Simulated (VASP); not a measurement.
# Zr (Im-3m) in VASP: reference runs

Reference runs on Zr: the cell as given and a disturbed copy.

All numbers are computed with VASP 6.6.1; they aren't measurements. Logs are shortened: lines on timing, memory, paths and dates and some standing lists are left out, and cuts for length are marked.

## 1. The crystal as given

The structure is cubic, space group Im-3m (No. 229). Conventional cell: a = 3.620 Å, b = 3.620 Å, c = 3.620 Å, α = 90.00°, β = 90.00°, γ = 90.00°. Zr (site symmetry m-3m) has 8 Zr at 3.14 Å as nearest neighbours.

This isn't the form of Zr at room conditions, which is hcp.

## 2. Single point, PBE

File INCAR:

```
  ALGO = Normal
  EDIFF = 1E-7
  ENCUT = 520
  GGA = PE
  ISIF = 2
  ISMEAR = -1
  LASPH = T
  LCHARG = T
  LELF = T
  LREAL = F
  LVHAR = T
  LWAVE = F
  NBANDS = 12
  NELM = 60
  PREC = Accurate
  SIGMA = 0.05
```

File KPOINTS:

```
k-points
0
Gamma
  10 10 10
```

File POSCAR:

```
Zr
1.0
   -1.8100000000      1.8100000000      1.8100000000
    1.8100000000     -1.8100000000      1.8100000000
    1.8100000000      1.8100000000     -1.8100000000
Zr
1
Direct
    0.0000000000      0.0000000000      0.0000000000
```

Potentials or basis: VASP PAW PBE potentials, release 64 (Zr_sv).

Command:

```sh
cat potpaw_PBE.64/Zr_sv/POTCAR > POTCAR
mpirun -np 1 vasp_std > vasp.out
```

OUTCAR:

```text
EDIFF = 1E-7
   ENCUT = 520
   GGA = PE
   ISIF = 2
   ISMEAR = -1
   LASPH = T
   LREAL = F
   NELM = 60
   PREC = Accurate

 ion  position               nearest neighbor table
   1  0.000  0.000  0.000-

  LATTYP: Found a body centered cubic cell.
 ALAT       =     3.6200000000

  Lattice vectors:

 A1 = (  -1.8100000000,   1.8100000000,   1.8100000000)
 A2 = (   1.8100000000,  -1.8100000000,   1.8100000000)
 A3 = (   1.8100000000,   1.8100000000,  -1.8100000000)

Analysis of symmetry for initial positions (statically):
=====================================================================
 Subroutine PRICEL returns:
 Original cell was already a primitive cell.

 Routine SETGRP: Setting up the symmetry group for a
 body centered cubic supercell.

 Subroutine GETGRP returns: Found 48 space group operations
 (whereof 48 operations were pure point group operations)
 out of a pool of 48 trial point group operations.

The static configuration has the point symmetry O_h .

Analysis of symmetry for dynamics (positions and initial velocities):
=====================================================================
 Subroutine PRICEL returns:
 Original cell was already a primitive cell.

 Routine SETGRP: Setting up the symmetry group for a
 body centered cubic supercell.

 Subroutine GETGRP returns: Found 48 space group operations
 (whereof 48 operations were pure point group operations)
 out of a pool of 48 trial point group operations.

The dynamic configuration has the point symmetry O_h .

 Subroutine INISYM returns: Found 48 space group operations
 (whereof 48 operations are pure point group operations),
 and found     1 'primitive' translations

----------------------------------------------------------------------------------------

                                     Primitive cell

  volume of cell :      23.7190

  direct lattice vectors                    reciprocal lattice vectors
    -1.810000000  1.810000000  1.810000000     0.000000000  0.276243094  0.276243094
     1.810000000 -1.810000000  1.810000000     0.276243094  0.000000000  0.276243094
     1.810000000  1.810000000 -1.810000000     0.276243094  0.276243094  0.000000000

  length of vectors
     3.135011962  3.135011962  3.135011962     0.390666730  0.390666730  0.390666730

  position of ions in fractional coordinates (direct lattice)
     0.000000000  0.000000000  0.000000000

  ion indices of the primitive-cell ions
   primitive index   ion index
                 1           1

----------------------------------------------------------------------------------------

 KPOINTS: k-points

Automatic generation of k-mesh.
 Grid dimensions read from file:
 generate k-points for:   10   10   10

 Generating k-lattice:

  Cartesian coordinates                     Fractional coordinates (reciprocal lattice)
     0.000000000  0.027624309  0.027624309     0.100000000  0.000000000  0.000000000
     0.027624309  0.000000000  0.027624309     0.000000000  0.100000000  0.000000000
     0.027624309  0.027624309  0.000000000     0.000000000  0.000000000  0.100000000

  Length of vectors
     0.039066673  0.039066673  0.039066673

  Shift w.r.t. Gamma in fractional coordinates (k-lattice)
     0.000000000  0.000000000  0.000000000

 Subroutine IBZKPT returns following result:
 ===========================================

 Found     47 irreducible k-points:

 Following reciprocal coordinates:
            Coordinates               Weight
  0.000000  0.000000  0.000000      1.000000
  0.100000  0.000000  0.000000     12.000000
  0.200000  0.000000  0.000000     12.000000
  0.300000  0.000000  0.000000     12.000000
  0.400000  0.000000  0.000000     12.000000
  0.500000  0.000000  0.000000      6.000000
[... 39 lines left out ...]
  0.500000  0.500000  0.400000     12.000000
  0.500000  0.500000  0.500000      1.000000
   k-points           NKPTS =     47   k-points in BZ     NKDIM =     47   number of bands    NBANDS=     12
   number of dos      NEDOS =    301   number of ions     NIONS =      1
   total plane-waves  NPLWV =  13824
   dimension x,y,z NGX =    24 NGY =   24 NGZ =   24
   dimension x,y,z NGXF=    48 NGYF=   48 NGZF=   48
   ions per type =               1
   NGX,Y,Z   is equivalent  to a cutoff of  12.73, 12.73, 12.73 a.u.
   NGXF,Y,Z  is equivalent  to a cutoff of  25.45, 25.45, 25.45 a.u.
 SYSTEM =  unknown system
   PREC   = accura    normal or accurate (medium, high low for compatibility)
   ISTART =      0    job   : 0-new  1-cont  2-samecut
   ICHARG =      2    charge: 1-file 2-atom 10-const
   ISPIN  =      1    spin polarized calculation?
   LNONCOLLINEAR =      F non collinear calculations
   LSORBIT =      F    spin-orbit coupling
   LASPH  =      T    aspherical Exc in radial PAW
   ENCUT  =  520.0 eV  38.22 Ry    6.18 a.u.   5.83  5.83  5.83*2*pi/ulx,y,z
   NELM   =     60;   NELMIN=  2; NELMDL= -5     # of ELM steps
   EDIFF  = 0.1E-06   stopping-criterion for ELM
   LREAL  =      F    real-space projection
   EDIFFG = 0.1E-05   stopping-criterion for IOM
   NSW    =      0    number of steps for IOM
   IBRION =     -1    ionic relax: 0-MD 1-quasi-New 2-CG
   NFREE  =      0    steps in history (QN), initial steepest desc. (CG)
   ISIF   =      2    stress and relaxation
   ISYM   =      2    0-nonsym 1-usesym 2-fastsym
   POTIM  = 0.5000    time-step for ionic-motion
   TEBEG  =    0.0;   TEEND  =   0.0 temperature during run
   PSTRESS=    0.0 pullay stress
   NELECT =      12.0000    total number of electrons
   NUPDOWN=      -1.0000    fix difference up-down
   EMIN   =  10.00;   EMAX   =-10.00  energy-range for DOS
   EFERMI =   0.00;   METHOD = LEGACY
   ISMEAR =    -1;   SIGMA  =   0.05  broadening in eV -4-tet -1-fermi 0-gaus
   EFERMI_NEDOS =   21; number of points for ismear=-14 and -15
   IALGO  =     38    algorithm
   IMIX   =      4    mixing-type and parameters
     AMIX     =   0.40;   BMIX     =  1.00
     AMIX_MAG =   1.60;   BMIX_MAG =  1.00
  volume/ion in A,a.u.               =      23.72       160.06
  Fermi-wavevector in a.u.,A,eV,Ry     =   1.304478  2.465105 23.152520  1.701662
  Thomas-Fermi vector in A             =   2.435411
   LORBIT       =      0    0 simple, 1 ext, 2 COOP (PROOUT), +10 PAW based schemes
   GGA     = PE    functional components
   LHFCALC =     F    Hartree Fock is set to
   AEXX    =    0.0000 exact exchange contribution
   IVDW    =     0    specifies the selected vdW correction
   LEPSILON=     F    determine dielectric tensor
   LRPA    =     F    only Hartree local field effects (RPA)
 non-spin polarized calculation
  energy-cutoff  :      520.00
  volume of cell :       23.72
 maximum number of plane-waves:       682
   NGX = 11   NGY = 11   NGZ = 11

 number of electron      12.0000000 magnetization

 Free energy of the ion-electron system (eV)
  ---------------------------------------------------
  ext. energy  EPLUGINS =         0.00000000
  ---------------------------------------------------
  free energy    TOTEN  =        -8.43704529 eV

  energy without entropy =       -8.42076853  energy(sigma->0) =       -8.42890691

 E-fermi :   8.5524     XC(G=0): -10.9916

 val. band max:        8.5201758180   @ k =   0.2000   0.2000   0.0000
 cond. band min:       8.5903402777   @ k =   0.3000   0.2000   0.1000
 fundamental gap:      0.0701644598
 Fermi energy:         8.5524181035

 k-point     1 :       0.0000    0.0000    0.0000
  band No.  band energies     occupation
      1     -40.0183      2.00000
      2     -17.5575      2.00000
      3     -17.5575      2.00000
      4     -17.5575      2.00000
      5       3.1717      2.00000
      6       9.6246      0.00000
      7       9.6246      0.00000
      8       9.6246      0.00000
      9      12.0445      0.00000
     10      12.0445      0.00000
     11      20.8341      0.00000
     12      20.8341      0.00000

 k-point     2 :       0.1000    0.0000    0.0000
  band No.  band energies     occupation
      1     -40.0051      2.00000
      2     -17.6498      2.00000
      3     -17.5859      2.00000
      4     -17.5581      2.00000
      5       3.5003      2.00000
      6       9.4111      0.00000
      7       9.5394      0.00000
      8       9.9442      0.00000
      9      11.7512      0.00000
     10      12.0455      0.00000
     11      21.0974      0.00000
     12      21.4270      0.00000

 k-point     3 :       0.2000    0.0000    0.0000
  band No.  band energies     occupation
      1     -39.9704      2.00000
      2     -17.8855      2.00000
      3     -17.6594      2.00000
      4     -17.5597      2.00000
      5       4.3690      2.00000
      6       8.9135      0.00146
      7       9.1571      0.00001
      8      10.8681      0.00000
      9      11.5297      0.00000
     10      12.0982      0.00000
     11      21.2620      0.00000
     12      22.4434      0.00000
[... 526 lines left out ...]
 k-point    39 :      -0.4000    0.5000    0.2000
  band No.  band energies     occupation
      1     -39.8335      2.00000
      2     -18.2979      2.00000
      3     -18.0656      2.00000
      4     -17.8336      2.00000
      5       6.9451      2.00000
      6       7.4433      2.00000
      7       9.2290      0.00000
      8      11.1942      0.00000
      9      13.3220      0.00000
     10      15.5164      0.00000
     11      18.1083      0.00000
     12      19.8404      0.00000

 k-point    40 :      -0.4000   -0.4000    0.2000
  band No.  band energies     occupation
      1     -39.8247      2.00000
      2     -18.2127      2.00000
      3     -18.2127      2.00000
      4     -17.8352      2.00000
      5       7.1847      2.00000
      6       7.1847      2.00000
      7       8.9183      0.00133
      8      12.5397      0.00000
      9      12.5397      0.00000
     10      17.2001      0.00000
     11      17.7624      0.00000
     12      17.7624      0.00000

 [... further k-points ...]
[... 5 lines left out ...]
  --------------------------------------------------------------------------------------
  -------------------------------------------------------------------------------------
  Total       -0.4947917     -0.4947917     -0.4947917      0.0000000      0.0000000      0.0000000
  in kB      -33.4223744    -33.4223744    -33.4223744      0.0000000      0.0000000      0.0000000
  external PRESSURE =     -33.4223744 kB  Pullay stress =       0.0000000 kB

 VOLUME and BASIS-vectors are now :
 -----------------------------------------------------------------------------
  energy-cutoff  :      520.00
  volume of cell :       23.72
      direct lattice vectors                 reciprocal lattice vectors
    -1.810000000  1.810000000  1.810000000     0.000000000  0.276243094  0.276243094
     1.810000000 -1.810000000  1.810000000     0.276243094  0.000000000  0.276243094
     1.810000000  1.810000000 -1.810000000     0.276243094  0.276243094  0.000000000

 POSITION                                       TOTAL-FORCE (eV/Angst)
 -----------------------------------------------------------------------------------
      0.00000      0.00000      0.00000         0.000000     -0.000000      0.000000
 -----------------------------------------------------------------------------------
    total drift:                                0.000000      0.000000      0.000000

  FREE ENERGIE OF THE ION-ELECTRON SYSTEM (eV)
  ---------------------------------------------------
  free  energy   TOTEN  =        -8.4370452864 eV

  energy  without entropy=       -8.4207685340  energy(sigma->0) =       -8.42890691
```

It took 5.3 s on 1 thread of Intel Xeon Platinum 8559C (Emerald Rapids), shared host; peak memory 0.13 GiB.

Results:

```yaml
Free_energy: -8.4370 eV
Pressure: -3.3 GPa
Band_gap_on_the_k_mesh: none (metal or under the smearing width)
```

Levels at points of the mesh, in eV from the Fermi level:
```tsv
k point	band 4	band 5	band 6	band 7	band 8	band 9
(0.00, 0.00, 0.00)	-26.11	-5.38	1.07	1.07	1.07	3.49
(0.50, 0.00, 0.00)	-26.12	-2.77	-0.67	1.47	3.47	4.13
(0.50, 0.50, 0.50)	-26.74	-2.50	-2.50	5.47	5.47	5.47
```

## 3. Single point, PBE (cell strained at random at fixed volume)

File INCAR:

```
PREC     = Accurate       # precision mode
ENCUT    = 520            # plane-wave cutoff, eV
EDIFF    = 1E-7           # SCF threshold, eV
ISMEAR   = -1             # smearing method
SIGMA    = 0.05           # smearing width, eV
LREAL    = F              # projectors in reciprocal space
LASPH    = T              # aspherical terms in the spheres
NELM     = 60             # most SCF steps
ALGO     = Normal         # electronic algorithm
ISIF     = 2              # what is computed and relaxed
LWAVE    = F              # write WAVECAR
LCHARG   = T              # write CHGCAR
GGA      = PE             # functional
LELF     = T              # ELF
LVHAR    = T            
NBANDS   = 12             # bands
```

File KPOINTS:

```
Automatic mesh
0
Gamma
  10 10 10
```

File POSCAR:

```
Zr
1.0
   -1.8442710000      1.8602350000      1.7745700000
    1.8791240000     -1.8714960000      1.8206840000
    1.7505400000      1.7777650000     -1.7858310000
Zr
1
Direct
    0.0223870000     -0.0039880000      0.0120070000
```

Potentials or basis: VASP PAW PBE potentials, release 64 (Zr_sv).

Command:

```sh
cat potpaw_PBE.64/Zr_sv/POTCAR > POTCAR
mpirun -np 1 vasp_std > vasp.out
```

OUTCAR:

```text
PREC = Accurate
   ENCUT = 520
   EDIFF = 1E-7
   ISMEAR = -1
   LREAL = F
   LASPH = T
   NELM = 60
   ISIF = 2
   GGA = PE

 ion  position               nearest neighbor table
   1  0.022  0.996  0.012-

  LATTYP: Found a triclinic cell.
 ALAT       =     8.2890404647
 B/A-ratio  =     0.6359934130
 C/A-ratio  =     0.3734460027
 COS(alpha) =     0.0085205486
 COS(beta)  =     0.2539834209
 COS(gamma) =     0.9533093632

  Lattice vectors:

 A1 = (  -7.3530590000,   3.8254620000,  -0.0809670000)
 A2 = (  -3.7233950000,   3.7317310000,  -0.0461140000)
 A3 = (  -1.7853930000,  -1.7665040000,  -1.8094230000)

Analysis of symmetry for initial positions (statically):
=====================================================================
 Subroutine PRICEL returns:
 Original cell was already a primitive cell.

 Routine SETGRP: Setting up the symmetry group for a
 triclinic supercell.

 Subroutine GETGRP returns: Found  2 space group operations
 (whereof  1 operations were pure point group operations)
 out of a pool of  2 trial point group operations.

The static configuration has the point symmetry C_1 .
 The point group associated with its full space group is S_2 .

Analysis of symmetry for dynamics (positions and initial velocities):
=====================================================================
 Subroutine PRICEL returns:
 Original cell was already a primitive cell.

 Routine SETGRP: Setting up the symmetry group for a
 triclinic supercell.

 Subroutine GETGRP returns: Found  2 space group operations
 (whereof  1 operations were pure point group operations)
 out of a pool of  2 trial point group operations.

The dynamic configuration has the point symmetry C_1 .
 The point group associated with its full space group is S_2 .

 Subroutine INISYM returns: Found  2 space group operations
 (whereof  1 operations are pure point group operations),
 and found     1 'primitive' translations

[... 140 lines left out ...]
  Fermi-wavevector in a.u.,A,eV,Ry     =   1.304478  2.465106 23.152522  1.701662
  Thomas-Fermi vector in A             =   2.435411
   LORBIT       =      0    0 simple, 1 ext, 2 COOP (PROOUT), +10 PAW based schemes
   GGA     = PE    functional components
   LHFCALC =     F    Hartree Fock is set to
   AEXX    =    0.0000 exact exchange contribution
   IVDW    =     0    specifies the selected vdW correction
   LEPSILON=     F    determine dielectric tensor
   LRPA    =     F    only Hartree local field effects (RPA)
 non-spin polarized calculation
  energy-cutoff  :      520.00
  volume of cell :       23.72
 maximum number of plane-waves:       653
   NGX = 11   NGY = 11   NGZ = 11

 number of electron      12.0000000 magnetization

 Free energy of the ion-electron system (eV)
  ---------------------------------------------------
  ext. energy  EPLUGINS =         0.00000000
  ---------------------------------------------------
  free energy    TOTEN  =        -8.43103820 eV

  energy without entropy =       -8.41541486  energy(sigma->0) =       -8.42322653

 E-fermi :   8.5269     XC(G=0): -10.9900

 val. band max:        8.5265706276   @ k =  -0.4000   0.5000   0.1000
 cond. band min:       8.5270684516   @ k =  -0.3000   0.1000  -0.0000
 fundamental gap:      0.0004978240
 Fermi energy:         8.5269438591

 k-point     1 :       0.0000    0.0000    0.0000
  band No.  band energies     occupation
      1     -40.0222      2.00000
      2     -17.6095      2.00000
      3     -17.5548      2.00000
      4     -17.5080      2.00000
      5       3.1749      2.00000
      6       9.3075      0.00000
      7       9.4862      0.00000
      8      10.0093      0.00000
      9      12.0461      0.00000
     10      12.1349      0.00000
     11      20.4262      0.00000
     12      20.8997      0.00000
[... 571 lines left out ...]
 k-point    40 :       0.3000    0.4000    0.0000
  band No.  band energies     occupation
      1     -39.8795      2.00000
      2     -18.2272      2.00000
      3     -18.1070      2.00000
      4     -17.6139      2.00000
      5       7.0719      2.00000
      6       7.9562      1.99998
      7       8.2635      1.98975
      8      12.2707      0.00000
      9      12.7868      0.00000
     10      16.3509      0.00000
     11      16.9693      0.00000
     12      18.9105      0.00000

 [... further k-points ...]
[... 5 lines left out ...]
  --------------------------------------------------------------------------------------
  -------------------------------------------------------------------------------------
  Total       -0.4820415     -0.4834100     -0.5064721      0.2077989      0.0522879     -0.0868184
  in kB      -32.5611181    -32.6535616    -34.2113720     14.0364804      3.5319623     -5.8644394
  external PRESSURE =     -33.1420172 kB  Pullay stress =       0.0000000 kB

 VOLUME and BASIS-vectors are now :
 -----------------------------------------------------------------------------
  energy-cutoff  :      520.00
  volume of cell :       23.72
      direct lattice vectors                 reciprocal lattice vectors
    -1.844271000  1.860235000  1.774570000     0.004444852  0.275854329  0.278965402
     1.879124000 -1.871496000  1.820684000     0.273065662  0.007888227  0.275522028
     1.750540000  1.777765000 -1.785831000     0.282811746  0.282157039 -0.001857857

 POSITION                                       TOTAL-FORCE (eV/Angst)
 -----------------------------------------------------------------------------------
      1.85136     -1.80104      1.83171         0.000000      0.000000     -0.000000
 -----------------------------------------------------------------------------------
    total drift:                                0.000000     -0.000000      0.000001

  FREE ENERGIE OF THE ION-ELECTRON SYSTEM (eV)
  ---------------------------------------------------
  free  energy   TOTEN  =        -8.4310382030 eV

  energy  without entropy=       -8.4154148561  energy(sigma->0) =       -8.42322653
```

Wall time 43 s (1 thread of Intel Xeon Platinum 8559C (Emerald Rapids), shared host); peak memory 0.24 GiB.

What came out:

| Property | Result |
| --- | --- |
| Free energy | -8.4310 eV |
| Pressure | -3.3 GPa |
| Band gap on the k mesh | none (metal or under the smearing width) |
